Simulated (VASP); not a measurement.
The system is HfSiO4.

```xyz
12
Lattice="-3.2800 3.2800 2.9900 3.2800 -3.2800 2.9900 3.2800 3.2800 -2.9900" Properties=species:S:1:pos:R:3 pbc="T T T"
Hf    0.0000    0.0000    0.0000
Hf    0.0000    3.2800    1.4950
Si    3.2800    0.0000    1.4950
Si    0.0000    0.0000    2.9900
O     4.4870   -0.2624    0.4186
O     3.0176   -1.2070    2.5714
O     2.0730    0.2624    0.4186
O     3.5424    1.2070    2.5714
O    -0.2624    1.2070    1.9136
O     3.5424    2.0730   -1.0764
O     1.2070    0.2624    4.0664
O     2.0730    3.0176    1.0764
```

The cell was built by a generator and needn't be a form met in nature.

```yaml
Program: VASP 6.6.1
Task: relaxation of cell and atoms
Functional: PBE
Potentials_or_basis: VASP PAW PBE potentials, release 64 (Hf_pv, Si, O)
Cutoff: 520 eV
k_mesh: 3 × 3 × 3
Occupations: gaussian, width 0.15 eV
Spin: no spin polarisation
```

At the start: pressure 0.8 GPa; volume 10.72 Å³/atom.

Task: Where does the relaxation end?

Result: Over 16 steps the energy falls by 36.7 meV/atom and the volume is 10.98 Å³/atom (+2.4 %); space group I4_1/amd (No. 141, to 0.05 Å).

The path:
```csv
step,energy change (eV),largest force (eV/Å),pressure (GPa),volume (Å³)
1,0.0000,0.5170,0.82,128.67
2,-0.0927,0.4452,-0.67,129.70
3,-0.1736,0.5632,-2.59,131.24
4,-0.1327,1.1242,-6.52,134.37
5,-0.1902,0.7312,-3.77,132.29
6,-0.2263,0.6216,-2.97,132.10
7,-0.2996,0.3669,-0.74,131.52
8,-0.2983,0.7936,3.79,130.37
9,-0.3220,0.4762,1.52,130.94
10,-0.3476,0.4132,1.15,131.23
11,-0.4006,0.2354,-0.36,132.11
12,-0.3843,0.3559,-3.38,133.87
13,-0.4155,0.1796,-1.31,132.76
14,-0.4298,0.0971,-0.30,132.12
15,-0.4335,0.1475,0.63,131.63
16,-0.4405,0.0280,0.07,131.71
```

Final structure:
```
CELL_PARAMETERS angstrom
-3.31385 3.31385 2.99840
3.31385 -3.31385 2.99840
3.31385 3.31385 -2.99840
ATOMIC_POSITIONS crystal
Hf 0.00000 0.00000 0.00000
Hf 0.75000 0.25000 0.50000
Si 0.25000 0.75000 0.50000
Si 0.50000 0.50000 0.00000
O 0.06768 0.75272 0.68418
O 0.24728 0.93147 0.31496
O 0.06853 0.38349 0.31582
O 0.61650 0.93232 0.68504
O 0.50272 0.31768 0.18418
O 0.13349 0.31853 0.81582
O 0.68232 0.86651 0.18504
O 0.68147 0.49728 0.81496
```

Caveat: the k mesh is coarse (spacing up to 0.47 Å⁻¹), so the values aren't converged.
